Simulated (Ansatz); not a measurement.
SnO2 (Cassiterite):

```xyz
6
Lattice="4.7380 0.0000 0.0000 0.0000 4.7380 0.0000 0.0000 0.0000 3.1865" Properties=species:S:1:pos:R:3 pbc="T T T"
Sn    2.3690    2.3690    1.5933
Sn    0.0000    0.0000    0.0000
O     3.8240    0.9140    1.5933
O     3.2830    3.2830    0.0000
O     0.9140    3.8240    1.5933
O     1.4550    1.4550    0.0000
```

Base run:

| Quantity | Value |
| --- | --- |
| Program | Ansatz 0.2.0 |
| Functional | r2SCAN |
| Potentials or basis | Ansatz PAW |
| Cutoff | 500 eV (not typed: the program's choice for these potentials) |
| k mesh | 6 × 6 × 8 |
| Occupations | fermi-dirac, width 0.05 eV |
| Spin | no spin polarisation |

Its results: band gap on the k mesh 1.96 eV, direct; pressure 3.3 GPa; largest force 0.242 eV/Å.

After a change of settings the same cell gave: band gap on the k mesh 1.28 eV, direct; pressure 11.1 GPa; largest force 0.275 eV/Å. Which change was it?
A. functional from r2SCAN to LDA; cutoff from 500 eV (not typed: the program's choice for these potentials) to 420 eV (not typed: the program's choice for these potentials)
B. functional from r2SCAN to RPBE; cutoff from 500 eV (not typed: the program's choice for these potentials) to 420 eV (not typed: the program's choice for these potentials)
C. functional from r2SCAN to PBEsol; cutoff from 500 eV (not typed: the program's choice for these potentials) to 420 eV (not typed: the program's choice for these potentials)
D. functional from r2SCAN to PBE; cutoff from 500 eV (not typed: the program's choice for these potentials) to 420 eV (not typed: the program's choice for these potentials)

D.

r2SCAN gives the wider gap, since meta-GGAs in the generalised Kohn-Sham scheme recover part of the derivative discontinuity.

Caveats: spin-orbit coupling is left out, which moves the levels of the heavy elements; the PAW data sets come from PBE, with cores solved anew for the run's functional, which leaves a small shift of forces and pressure (some runs).
